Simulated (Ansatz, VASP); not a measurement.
## SiC (honeycomb SiC bilayer, AA') in two plane-wave programs

Aim: how closely do two programs agree when they are given the same cell, functional and k mesh? The structure shown is the start of the Ansatz relaxation below; VASP solves that cell, so the two are compared at the walk's first step.

Program: Ansatz 0.2.0. Level of theory: plane waves, with VASP 6.6.1 beside it; single point at PBE with D3(BJ). Results are calculated unless marked as measured.

### Step 1. The structure

The cell holds 4 atoms: 2 C and 2 Si. Cell: a = 3.100 Å, b = 3.100 Å, c = 37.750 Å, α = 90.0°, β = 90.0°, γ = 120.0°. Vacuum lies along c.

### Step 2. Ansatz: relaxation, PBE with D3(BJ)

Ansatz runs on its default PAW (the set named soft_2) files.

The two programs are compared at the cell with which this relaxation starts, whose forces are those of its first step.

The input, input.yaml:

```yaml
crystal:
  lattice:
    - [3.1, 0.0, 0.0]
    - [-1.55, 2.6846787517, 0.0]
    - [0.0, 0.0, 37.750000002]
  atoms:
    - { symbol: C, position: [0.6666666667, 0.3333333333, 0.455629139] }
    - { symbol: Si, position: [0.3333333333, 0.6666666667, 0.455629139] }
    - { symbol: C, position: [0.3333333333, 0.6666666667, 0.544370861] }
    - { symbol: Si, position: [0.6666666667, 0.3333333333, 0.544370861] }
  periodic: [true, true, false]
kpoints:
  mp_grid: { grid: [12, 12, 1] }
hamiltonian:
  xc: pbe
  dispersion: d3bj
scf:
  occupations: { method: fermi_dirac, width: 0.05 }
  convergence: { dr2_threshold: 1.0e-09 }
relax:
  f_tol: 0.004
  max_steps: 90
  cell: {}
output:
  write_potential: true
  write_density: true
  volumetric_format: npy
```

The run is started by

```
ansatz run input.yaml --threads 2 --pin off --max-ram 3072MiB --backend cpu --events-out ev --progress --plain --runs-dir out
```

Numbers of over 12 decimals in the logs are rounded to 6 here.

The log of the run:

```text
Warning: relax.cell: scf.convergence.dr2_threshold = 1e-9 eV is looser than the 2.24438552741e-10 eV advised for a relaxation that steers and ends on the stress (1e-10 eV for each atom of the cell: 4, times the square of relax.cell.stress_2d_tol = 0.05 N/m over 13.4 Å (the atoms' height at the walk's start and 5 Å past either face), 3.745e-2 GPa, over a crystal's default 0.05). What an SCF threshold leaves in a stress goes as its square root, and in the free energy as the threshold itself, and one threshold admits the most on a small cell: [figures from the program's tests cut] Set scf.convergence.dr2_threshold to 2.24438552741e-10 eV or tighter. [rest of the remark cut]
Engine: ansatz 0.2.0, x86_64-unknown-linux-gnu
Pseudopotentials: kind: paw
Pseudopotential: C, paw, valence charge 4, recommended cutoff 420 eV (normal), C.paw.azcp
Pseudopotential: Si, paw, valence charge 4, recommended cutoff 420 eV (normal), Si.paw.azcp
Functional definition: PBE
  parameter kappa = 0.804
  parameter beta = 0.066725
  exchange = pbe_x(kappa = kappa, mu = beta*pi^2/3)
  correlation = pbe_c(beta = beta)
Crystal: 4 atoms, lattice volume = 314.175 Å³
Basis set: ecut = 420 eV, 6091 PW (Γ), exchange–correlation on 48×48×512 points (8 copies of the dense FFT grid, shifted against one another)
Bands: 12, of which v1, the nominal top of the filled ones, is band 8 counted from 1 (7 counted from 0)
Symmetry: 12 space group operations
Space group: P-3m1 (ITA 164), of the structure as read, at distance tolerance 6.8e-5 Å
k-points: 19 of 144
Non-local potential: C, projectors of the file, l = 0: 2, l = 1: 2, l = 2: 1
Non-local potential: Si, projectors of the file, l = 0: 2, l = 1: 2, l = 2: 2
PAW form: soft (Blöchl's): semilocal exchange-correlation on the pseudo side does not see the compensation charge
PAW one-centre angular grid: C, 110 points (default); XC on 64 Gauss nodes
PAW one-centre angular grid: Si, 110 points (default); XC on 64 Gauss nodes
Initial density: superposition of atomic densities (neutral atoms: chi_scale 0, normalization atom), corrected by the library's trained network
Initial wavefunctions: pseudopotential atomic-orbital guess
Functional: x = pbe(κ = 0.804, μ = 0.219515), c = pbe(β = 0.066725)
SCF iter   1: F=—  HF=-1773.051779 eV  |F-HF|=—  |Δ(HF+E_count)|=         —  Δρ=1.16e-3  dr2=8.21e-3  ethr=1.77e-3  ⟨swp⟩=11.8  Hψ=2665  notcnv=0
preconditioner: auto → Resta (q_TF=auto, 1.661 Å⁻¹)  ε∞=1.7  [insulator: Δε(μ)=2.153 eV  Ē_g=10.195 eV  σ=0.050 eV  W_gap=1.00  n_scr=18 (ndim 8)  ℏωp=8.4 eV  f_vac=0.782  D(μ)=0.00/eV (n_scr^D=0)  ε∞_Penn≈1.7  vacuum switching on, ρ_ref=7.5e-3 e/Å³]
SCF iter   2: F=—  HF=-1773.051128 eV  |F-HF|=—  |Δ(HF+E_count)|=   6.51e-4  Δρ=5.73e-4  dr2=1.62e-3  ethr=5.13e-5  ⟨swp⟩=3.6  Hψ=731  notcnv=0
SCF iter   3: F=—  HF=-1773.051527 eV  |F-HF|=—  |Δ(HF+E_count)|=   3.98e-4  Δρ=1.83e-4  dr2=3.19e-4  ethr=1.01e-5  ⟨swp⟩=2.9  Hψ=413  notcnv=0
SCF iter   4: F=—  HF=-1773.051562 eV  |F-HF|=—  |Δ(HF+E_count)|=   3.53e-5  Δρ=5.26e-5  dr2=1.18e-5  ethr=1.99e-6  ⟨swp⟩=3.6  Hψ=492  notcnv=0
SCF iter   5: F=—  HF=-1773.051501 eV  |F-HF|=—  |Δ(HF+E_count)|=   6.07e-5  Δρ=2.34e-5  dr2=1.44e-6  ethr=7.41e-8  ⟨swp⟩=2.8  Hψ=422  notcnv=0
SCF iter   6: F=—  HF=-1773.051546 eV  |F-HF|=—  |Δ(HF+E_count)|=   4.48e-5  Δρ=7.38e-6  dr2=2.27e-7  ethr=9.02e-9  ⟨swp⟩=3.1  Hψ=488  notcnv=0
SCF iter   7: F=—  HF=-1773.051546 eV  |F-HF|=—  |Δ(HF+E_count)|=   3.52e-8  Δρ=1.38e-6  dr2=7.83e-9  ethr=1.42e-9  ⟨swp⟩=2.8  Hψ=426  notcnv=0
SCF iter   8: F=-1773.051546 eV  HF=-1773.051546 eV  |F-HF|=8.73e-11  |Δ(HF+E_count)|=   4.05e-9  Δρ=2.39e-7  dr2=1.79e-10  ethr=6.25e-12  ⟨swp⟩=11.8  Hψ=1842  notcnv=0
SCF 1 converged in 8 iterations: F = -1773.051546 eV  dr2 = 1.79e-10
  greatest PAW one-centre occupation: 0.652 electrons in one spin orbital (limit 2), on the C atom at site 2 (counted from 0), in its partial waves of l = 0
relax step   1: F+E_penalty+E_count = -1773.05154615 eV  Δ(F+E_penalty+E_count) = +0.000e0 eV  max|allowed force component| = 2.132e-1 eV/Å  Δτ_max = 0.0000 Å  P = -1.454 N/m  Ω = 314.175 Å³  fix = [c, alpha, beta]  reactions: c -0.000 N/m  (8 SCF iters, accepted)
[...]
relax step  11: F+E_penalty+E_count = -1773.28176397 eV  Δ(F+E_penalty+E_count) = +2.900e-5 eV  max|allowed force component| = 6.548e-4 eV/Å  Δτ_max = 0.0008 Å  P = +0.006 N/m  Ω = 323.425 Å³  energy of the carried Pulay correction = -4.682e-5 eV  fix = [c, alpha, beta]  reactions: c +0.000 N/m  (6 SCF iters, accepted)
[...]
relax step  12: F+E_penalty+E_count = -1773.28182786 eV  Δ(F+E_penalty+E_count) = -6.390e-5 eV  max|allowed force component| = 7.004e-4 eV/Å  Δτ_max = 0.0000 Å  P = +0.006 N/m  Ω = 323.425 Å³  fix = [c, alpha, beta]  reactions: c +0.000 N/m  stress off target by 5.98e-3 N/m on what of the cell is left free  SCF on the basis re-selected at this cell (its energy is not comparable with the rows above)  (5 SCF iters)
basis re-selected at this cell: Δ(F+E_penalty+E_count) = -6.390e-5 eV, ΔP = +0.000 N/m vs the last step (what re-selecting the basis moved, of the pressure what is left beyond the Pulay correction that the steps carried, after the strain that the cell walked since its last selection, with what the two solves' SCF thresholds leave and, on support functions, any second-order correction that the steps lacked; it is no m [...]
WARN: The output density's exchange-correlation potential varies sharply where the density is thin. Do not read a vacuum level from v_tot or v_xc, or from such a field of the output density. On a cell that repeats whose density bears no net charge and no dipole along the vacuum's axis use v_es (v_loc + v_h of the components); under efield.dipole_correction with no amplitude use v_es + v_field, which holds any externa [...]
SCF converged after 5 iterations
an eigenvalue changed by more than its tolerance at an iteration that met the thresholds in force, so the SCF went on 2 times, its first undamped step at iteration 4: the last check found none over its tolerance
Free energy (F): -1773.281828 eV
Harris-Foulkes:  -1773.281828 eV  (|F-HF|=1.19e-10)
Internal energy: -1773.281828 eV  (E = F + TS)
E sigma→0 (E₀):  -1773.281828 eV
Fermi energy:    -4.399933 eV
--- Per-component energies (eV) ---
  E_band       = -182.667678
  E_kinetic    = 270.155502
  E_local      = -21986.780529  (includes V_loc(G=0)·N_el)
  E_nonlocal   = 103.359035
  E_hartree    = 10832.954871
  E_xc         = -209.847054
  E_vxc        = -217.073708  (∫ρ·V_xc dr)
  E_paw        = -1223.974626  (= ΣΔE_a)
  E_vpaw       = -18.238515  (= ΣTr[D̂ρ^β])
  E_aug_tail   = 0.000027  (compensation charges beyond the density's cutoff)
  E_ewald      = 10441.608369
  E_disp       = -0.757423  (pairwise vdW)
  E_smearing   = -0.000000  (= −TS)
  E_closure    = -0.000000  (closes the sum)
  Σ components = -1773.281828   (vs F -1773.281828, Δ=0.00e0)
--- Forces (eV/Å), atoms counted from 1 ---
  atom   1  C     -0.00000000     0.00000000    -0.00070038
  atom   2  Si     0.00000000    -0.00000000     0.00045726
  atom   3  C     -0.00000000    -0.00000000     0.00070038
  atom   4  Si     0.00000000     0.00000000    -0.00045726
  max |Σ_I F_I| component: 3.70e-17 eV/Å
--- 2D stress c σ (N/m, compression-positive) ---
        0.005976      -0.000000      -0.000000
       -0.000000       0.005976      -0.000000
       -0.000000      -0.000000       0.000000
  P = ½ c Tr σ = 0.0060 N/m
--- Band table (eV; the first three rows and the last of 19) ---
  k-point 0: bands = [... 4 lower, -7.6986, -6.4824, -6.4821, -6.4821, -1.1592 (-1.1592°), -1.1095 (-1.1095°), -0.1507, 0.1256]
  k-point 1: bands = [... 4 lower, -7.8772, -6.9158, -6.5659, -6.1821, -0.9776 (-0.9776°), -0.9440 (-0.9440°), -0.0499, 0.2308]
  k-point 2: bands = [... 4 lower, -8.2937, -7.9758, -6.8048, -5.8249, -1.1757 (-1.1757°), -0.6592 (-0.6592°), -0.3216, 0.6095]
  k-point 18: bands = [... 4 lower, -12.4516, -10.1403, -6.8507, -6.8507, -0.3422, -0.2770, -0.2770, 2.6224]
  ° read free of the cell's end (the report's vacuum.weakly_bound_levels)
--- Relaxed structure (10 steps of the walk, 9 accepted, 2 SCFs on fresh bases) ---
  F+E_penalty+E_count = -1773.28182786 eV   max|allowed force component| = 7.004e-4 eV/Å   (the final SCF, on the basis selected at the relaxed cell)
  cell:  # Å, volume = 323.4249 Å³
    - [3.145306, 0.0, 0]
    - [-1.572653, 2.723915, 0]
    - [0, 0, 37.750000002]
  atoms:
    - { symbol: C, position: [0.666667, 0.333333, 0.469086] }
    - { symbol: Si, position: [0.333333, 0.666667, 0.473273] }
    - { symbol: C, position: [0.333333, 0.666667, 0.530914] }
    - { symbol: Si, position: [0.666667, 0.333333, 0.526727] }
```

In the SCF lines HF is the Harris–Foulkes energy and dr2 the Hartree energy of the density residual, in eV; the loop may stop once dr2 is under the threshold and the program's other checks hold. Hψ counts applications of the Hamiltonian.

### Step 3. VASP: single point, PBE with D3(BJ), start cell

The same cell, functional, mesh and smearing now go to VASP, with its own data sets.

Lines of VASP's logs that name or quote its potential files are left out, and so is its time.

The input, INCAR:

```
SYSTEM = SiC
PREC = Accurate
ENCUT = 520
EDIFF = 1E-06
NELM = 120
ISMEAR = -1
SIGMA = 0.05
LREAL = .FALSE.
ALGO = Normal
GGA = PE
IVDW = 12
NBANDS = 14
LORBIT = 11
LWAVE = .FALSE.
LCHARG = .FALSE.
ISIF = 2
LDIPOL = .TRUE.
IDIPOL = 3
DIPOL = 0.5 0.5 0.5
LVHAR = .TRUE.
LASPH = .TRUE.
GGA_COMPAT = .FALSE.
EFERMI = MIDGAP
NELMDL = -8
```

The input, POSCAR:

```
SiC
1.0
    3.1000000000      0.0000000000      0.0000000000
   -1.5500000000      2.6846790000      0.0000000000
    0.0000000000      0.0000000000     37.7500000000
C Si
2 2
Direct
    0.6666666667      0.3333333333      0.4556291391
    0.3333333333      0.6666666667      0.5443708609
    0.3333333333      0.6666666667      0.4556291391
    0.6666666667      0.3333333333      0.5443708609
```

The input, KPOINTS:

```
Automatic mesh
0
Gamma
12 12 1
0 0 0
```

Potentials, in the order of the species: C and Si (PBE family, release 64).

The run is started by

```
mpirun -np 1 vasp_std
```

The log of the run:

```text
[banner, memory and clock lines left out]
running    1 mpi-ranks, on    1 nodes
 distrk:  each k-point on    1 cores,    1 groups
 distr:  one band on    1 cores,    1 groups

 POSCAR found type information on POSCAR C Si
 POSCAR found :  2 types and       4 ions
 LDA part: xc-table for (Slater+PW92), standard interpolation
 POSCAR, INCAR and KPOINTS ok, starting setup
 FFT: planning ... GRIDC
 FFT: planning ... GRID_SOFT
 FFT: planning ... GRID
 WAVECAR not read
 entering main loop
       N       E                     dE             d eps       ncg     rms          rms(c)
DAV:   1     0.122320559120E+03    0.12232E+03   -0.48695E+03   540   0.775E+02
DAV:   2    -0.125025330238E+02   -0.13482E+03   -0.12196E+03   924   0.151E+02
DAV:   3    -0.325240804659E+02   -0.20022E+02   -0.19698E+02   746   0.710E+01
DAV:   4    -0.334732531586E+02   -0.94917E+00   -0.94593E+00   700   0.198E+01
DAV:   5    -0.335003070971E+02   -0.27054E-01   -0.27042E-01   714   0.327E+00
DAV:   6    -0.335012823649E+02   -0.97527E-03   -0.97521E-03   718   0.694E-01
DAV:   7    -0.335013285906E+02   -0.46226E-04   -0.46222E-04   764   0.149E-01
DAV:   8    -0.335013308746E+02   -0.22841E-05   -0.22831E-05   752   0.316E-02    0.136E+01
DAV:   9    -0.282687422196E+02    0.52326E+01   -0.12456E+01   700   0.215E+01    0.582E+00
DAV:  10    -0.282328786267E+02    0.35864E-01   -0.20494E+00   756   0.766E+00    0.267E+00
DAV:  11    -0.281680559839E+02    0.64823E-01   -0.13894E-01   738   0.225E+00    0.110E+00
DAV:  12    -0.281436875969E+02    0.24368E-01   -0.36064E-02   744   0.125E+00    0.208E-01
DAV:  13    -0.281421695237E+02    0.15181E-02   -0.58660E-03   726   0.426E-01    0.132E-01
DAV:  14    -0.281392814016E+02    0.28881E-02   -0.21580E-03   742   0.256E-01    0.527E-02
[...]
DAV:  19    -0.281408617081E+02   -0.54821E-04   -0.22037E-06   672   0.716E-03    0.826E-03
DAV:  20    -0.281410753035E+02   -0.21360E-03   -0.14237E-05   610   0.121E-02    0.221E-03
DAV:  21    -0.281411165096E+02   -0.41206E-04   -0.19857E-06   706   0.482E-03    0.340E-03
DAV:  22    -0.281411538685E+02   -0.37359E-04   -0.16813E-06   676   0.452E-03    0.105E-03
DAV:  23    -0.281411657566E+02   -0.11888E-04   -0.25064E-07   566   0.181E-03    0.116E-03
DAV:  24    -0.281411738306E+02   -0.80740E-05   -0.26736E-07   510   0.171E-03    0.300E-04
DAV:  25    -0.281411752950E+02   -0.14644E-05   -0.29808E-08   566   0.735E-04    0.299E-04
DAV:  26    -0.281411761332E+02   -0.83821E-06   -0.70490E-09   458   0.367E-04
   1 F= -.28852012E+02 E0= -.28852012E+02  d E =-.169061E-09
```

OUTCAR, selected parts (step 3):

```text
ion  position               nearest neighbor table
   1  0.667  0.333  0.456-   3 1.79   3 1.79   3 1.79
   2  0.333  0.667  0.544-   4 1.79   4 1.79   4 1.79
   3  0.333  0.667  0.456-   1 1.79   1 1.79   1 1.79
   4  0.667  0.333  0.544-   2 1.79   2 1.79   2 1.79

  LATTYP: Found a hexagonal cell.
 ALAT       =     3.1000000000
 C/A-ratio  =    12.1774193548

 Subroutine GETGRP returns: Found 12 space group operations
 (whereof 12 operations were pure point group operations)

The static configuration has the point symmetry D_3d.

 Found     19 irreducible k-points:

   k-points           NKPTS =     19   k-points in BZ     NKDIM =     19   number of bands    NBANDS=     14

   dimension x,y,z NGX =    24 NGY =   24 NGZ =  288
   dimension x,y,z NGXF=    48 NGYF=   48 NGZF=  576

   ENCUT  =  520.0 eV  38.22 Ry    6.18 a.u.   5.76  5.76 70.19*2*pi/ulx,y,z

   NELECT =      16.0000    total number of electrons

 k-points in reciprocal lattice and weights: Automatic mesh
   0.00000000  0.00000000  0.00000000       0.007
   0.08333333 -0.00000000  0.00000000       0.042
   0.16666667 -0.00000000  0.00000000       0.042
   0.25000000  0.00000000  0.00000000       0.042
   0.33333333  0.00000000  0.00000000       0.042
   0.41666667 -0.00000000  0.00000000       0.042
   0.50000000  0.00000000  0.00000000       0.021
   0.08333333  0.08333333  0.00000000       0.042
   0.16666667  0.08333333  0.00000000       0.083
[...]
0.33333333  0.25000000  0.00000000       0.083
   0.33333333  0.33333333  0.00000000       0.014

 dipolmoment           0.000000      0.000000      0.000000 electrons x Angstroem

 average (electrostatic) potential at core
       1 -56.4196       2 -56.4196       3 -92.1032       4 -92.1032

 E-fermi :  -2.2967

 k-point     1 :       0.0000    0.0000    0.0000
  band No.  band energies     occupation
    ...
      4      -6.1653      2.00000
      5      -4.6992      2.00000
      6      -4.6992      2.00000
      7      -4.6217      2.00000
      8      -4.6217      2.00000
      9      -0.3014      0.00000
     10       0.8475      0.00000
     11       1.6945      0.00000
     12       1.8527      0.00000
     13       1.8725      0.00000
    ...

 k-point     2 :       0.0833   -0.0000    0.0000
  band No.  band energies     occupation
    ...
      4      -6.0583      2.00000
      5      -5.2000      2.00000
      6      -5.1148      2.00000
      7      -4.8396      2.00000
      8      -4.7526      2.00000
      9      -0.1024      0.00000
     10       1.0051      0.00000
     11       1.8429      0.00000
     12       2.0051      0.00000
     13       2.0245      0.00000
    ...

 k-point     3 :       0.1667   -0.0000    0.0000
  band No.  band energies     occupation
    ...
      4      -6.4518      2.00000
      5      -6.2941      2.00000
      6      -5.6897      2.00000
      7      -5.1845      2.00000
      8      -5.0794      2.00000
      9       0.3358      0.00000
     10       1.3487      0.00000
     11       2.2541      0.00000
     12       2.3436      0.00000
     13       2.4105      0.00000
    ...

 Edisp (eV)   -0.71084

  Total      -0.79115    -0.79115    -0.46840     0.00000     0.00000     0.00000
  in kB      -4.03458    -4.03458    -2.38865     0.00000     0.00000     0.00000
  external pressure =       -3.49 kB  Pullay stress =        0.00 kB

  energy-cutoff  :      520.00
  volume of cell :      314.17
      direct lattice vectors                 reciprocal lattice vectors
     3.100000000  0.000000000  0.000000000     0.322580645  0.186242005  0.000000000
    -1.550000000  2.684679000  0.000000000     0.000000000  0.372484010  0.000000000
     0.000000000  0.000000000 37.750000000     0.000000000  0.000000000  0.026490066

 POSITION                                       TOTAL-FORCE (eV/Angst)
 -----------------------------------------------------------------------------------
      1.55000      0.89489     17.20000        -0.000000      0.000000     -0.076276
     -0.00000      1.78979     20.55000         0.000000     -0.000000      0.076276
     -0.00000      1.78979     17.20000        -0.000000     -0.000000      0.212202
      1.55000      0.89489     20.55000        -0.000000      0.000000     -0.212202
 -----------------------------------------------------------------------------------
    total drift:                                0.000000     -0.000000      0.000000

  FREE ENERGIE OF THE ION-ELECTRON SYSTEM (eV)
  ---------------------------------------------------
  free  energy   TOTEN  =       -28.8520123519 eV

  energy  without entropy=      -28.8520123517  energy(sigma->0) =      -28.85201235

 vacuum level on the upper side and lower side of the slab         1.753         1.753

 total charge
# of ion       s       p       d       tot
------------------------------------------
    1        0.847   1.690   0.000   2.537
    2        0.847   1.690   0.000   2.537
    3        0.737   0.966   0.000   1.704
    4        0.737   0.966   0.000   1.704
--------------------------------------------------
tot          3.169   5.312   0.000   8.481

[... 3 further parts left out ...]
```

### Step 4. Side by side

Known differences besides the potentials themselves: Ansatz cuts the interaction across the vacuum, VASP repeats the sheet with a dipole correction; the cutoff is 420 eV in Ansatz and 520 eV in VASP. Total energies have different zeros and are not compared.

Forces (eV/Å; atoms numbered as in POSCAR):

```tsv
atom	Ansatz x, y, z	VASP x, y, z
C1	0.000, 0.000, -0.076	0.000, 0.000, -0.076
C2	0.000, 0.000, 0.076	0.000, 0.000, 0.076
Si3	0.000, 0.000, 0.213	0.000, 0.000, 0.212
Si4	0.000, 0.000, -0.213	0.000, 0.000, -0.212
```

The forces differ by 0.4 meV/Å r.m.s., which is 0.5 % of the r.m.s. force of 0.092 eV/Å (both taken over all components). With vacuum in the cell, a pressure given here is an average over mostly empty space and none of the material.

### Step 5. What came out

```yaml
r_m_s_force_difference_single_point_pbe_with_d3_bj_start_cell: 0.43 meV/Å
```

The r.m.s. force difference is 0.43 meV/Å (single point, PBE with D3(BJ), start cell), within the 12 meV/Å picked in this series as the mark of a large difference. 1 further run of this series is not shown here. Such differences can come from data sets, numerical settings and the points named under the comparisons, not from the functional's error against experiment.

[Lines on the potential files, build, host, timing and source positions are cut from VASP's logs without a mark.]

[Logs are printed without paths, hosts, clocks, repeated set-up lines and the standing remarks that a program may print on its own settings, such as how far it seeks lower states.]

[Hosts, paths, dates, database ids (printed as entryN), source tags and the programs' standing remarks are cut or masked in the printed files.]
